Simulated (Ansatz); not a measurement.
## Al2Cu: strain energy, fitted

Al2Cu, I4/mcm, a = 5.992 Å, c = 4.829 Å. The structure is a Materials Project entry; whether it is the stable form wasn't checked. Ansatz: PBEsol, PAW, 420 eV, Γ-centred 6×6×8 mesh on 12 atoms, Gaussian smearing 0.10 eV; no spin polarisation. Series: uniaxial strain along c, with a, b and atoms relaxed; x is the strain in per cent. y is the free energy over the unstrained cell, V0 = 14.449 Å³/atom.

| x (%) | y (meV/atom) |
| --- | --- |
| -3.0 | ? |
| -2.0 | 2.78 |
| -1.0 | 0.46 |
| 0.0 | 0.00 |
| 1.0 | 1.17 |
| 2.0 | 3.76 |
| 3.0 | 7.15 |

Task: Fit y = c2 x² + c3 x³ to the other rows, turn c2 into a modulus, and predict the missing energy.

Result: Least squares on the rows shown. y = 0.7590 x² + 0.01998 x³. In eV per unit strain² c2 is 7.590; this is Young's modulus along the axis (E = ½ Y V0 ε²): 2 × 7.590 × 160.2 / (14.449) = 168 GPa. With a term in x⁴ added, the coefficient of x² becomes 0.9652, 27 % more, which shows how far this figure hangs on the form. At x = -3.0 the fit asked for gives 6.29 meV/atom. The run gave 6.92 meV/atom, so the fit is 0.63 meV/atom too low, within twice the rms miss on the fitted rows (0.35 meV/atom): the form describes this series only roughly.